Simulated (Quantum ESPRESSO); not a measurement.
Hg in Quantum ESPRESSO: convergence with SCF threshold

Crystal: Hg.

```
Hg
1.0
     3.46181    0.00000    0.00000
    -1.73090    2.99802    0.00000
     0.00000    0.00000    5.48755
Hg
2
Direct
  0.33333 0.66667 0.25000
  0.66667 0.33333 0.75000
```

- Program: Quantum ESPRESSO 7.5
- Task: single point
- Functional: PBEsol
- Potentials or basis: PseudoDojo 0.4 SR PBEsol stringent
- Cutoff: 1197 eV
- Density cutoff: 4789 eV
- k mesh: 9 × 9 × 5
- Occupations: fermi-dirac, width 0.136 eV
- Spin: no spin polarisation

These are the settings of the first run; the series varies SCF threshold, with any setting tied to it.

Hardware: 1 thread of Arm Neoverse V2, on a shared host.

Problem. The values tried are 0.001 Ry, 0.0001 Ry, 1e-05 Ry, 1e-06 Ry, 1e-07 Ry, 1e-08 Ry, 1e-10 Ry, 1e-12 Ry, loosest first. From which on does the pressure stay within 0.1 GPa of the tightest run that finished?

Solution. From 1e-06 Ry on.

```
SCF threshold  energy less the tightest run, at zero smearing (meV/atom)  pressure (GPa)  SCF cycles  CPU time (s)  peak memory (GiB)
     0.001 Ry                                                       1.41            7.72           2            24               0.17
    0.0001 Ry                                                       0.00           -3.06           4            34               0.17
     1e-05 Ry                                                       0.00           -3.06           4            34               0.17
     1e-06 Ry                                                       0.00           -2.79           6            46               0.17
     1e-07 Ry                                                       0.00           -2.79           6            46               0.17
     1e-08 Ry                                                       0.00           -2.69           7            53               0.17
     1e-10 Ry                                                       0.00           -2.72           8            58               0.17
     1e-12 Ry                                                       0.00           -2.72           9            64               0.17
```

Against the tightest run, the energy stays within 1 meV/atom from 0.0001 Ry on. The tightest run that finished is the yardstick and may itself not be fully converged.

The run has no spin-orbit coupling, so splittings on Hg are missing.
